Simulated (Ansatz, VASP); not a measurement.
## Two plane-wave programs on SnO

```xyz
2
Lattice="3.1228 0.0193 0.0193 0.0193 3.1228 0.0193 0.0193 0.0193 3.1228" Properties=species:S:1:pos:R:3 pbc="T T T"
Sn    0.0000    0.0000    0.0000
O     1.5807    1.5807    1.5807
```

Change from the starting cell: shear_111 strain +1.9%.

Alike in both runs: task single point; functional r2SCAN; k mesh 8 × 8 × 8; occupations fermi-dirac, width 0.02 eV; no spin polarisation.

|  | VASP | Ansatz |
| --- | --- | --- |
| version | VASP 6.6.1 | Ansatz 0.2.0 |
| potentials or method | VASP PAW PBE potentials, release 64 (Sn_d, O) | plane waves, PAW |
| plane-wave cutoff (eV) | 520 | 500 |
| valence electrons in the cell | 20 | 20 |

Ansatz gave:

```
pressure (GPa)                                  : -1.9
largest component of the traceless stress (GPa) : 0.32
```

**Question.** Estimate VASP's values.

**Answer.** Pressure (GPa): -1.7; largest component of the traceless stress (GPa): 0.31.

With one functional, cell and mesh, what is left measures potentials, basis and numerics.

Caveats: the PAW data sets were made with another functional, which shifts forces and pressure a little (VASP).
